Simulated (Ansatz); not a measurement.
TiSi2, 6 atoms in the cell. Symmetry: Cmcm, No. 63, orthorhombic system. Conventional cell: a = 3.530 Å, b = 13.519 Å, c = 3.565 Å, α = 90.00°, β = 90.00°, γ = 90.00°. Ti (site symmetry m2m) has 10 Si at 2.58 to 2.81 Å as nearest neighbours. Si (site symmetry m2m) has 4 Si at 2.51 Å and 4 Ti at 2.66 to 2.67 Å as nearest neighbours. Si (site symmetry m2m) has 2 Si at 2.38 Å and 4 Ti at 2.58 Å as nearest neighbours. The cell comes from a database or a generator and needn't be the stable form of this composition.

| Item | Value |
| --- | --- |
| Program | Ansatz 0.2.0 |
| Task | single point |
| Functional | PBE |
| Potentials or basis | PseudoDojo stringent (PBE files) |
| Cutoff | 1143 eV |
| Density cutoff | 4572 eV |
| k mesh | 8 × 8 × 8 |
| Occupations | fermi-dirac, width 0.05 eV |
| Spin | no spin polarisation |

Potentials or basis: PseudoDojo stringent (PBE files).

The run is started by

```console
$ ansatz run input.yaml --threads 2 --pin off --max-ram 5632MiB --backend cpu --events-out ev --progress --plain --runs-dir out
```

Hardware: 2 threads of Arm Neoverse V1, on a shared host.

Problem. Estimate the wall time of this run.

Solution. Run time: 25 s on 2 threads of Arm Neoverse V1, with other jobs on the host, peak memory 0.96 GiB. Counts: scf iterations 8, plane waves 7479, k points 105, bands 26.
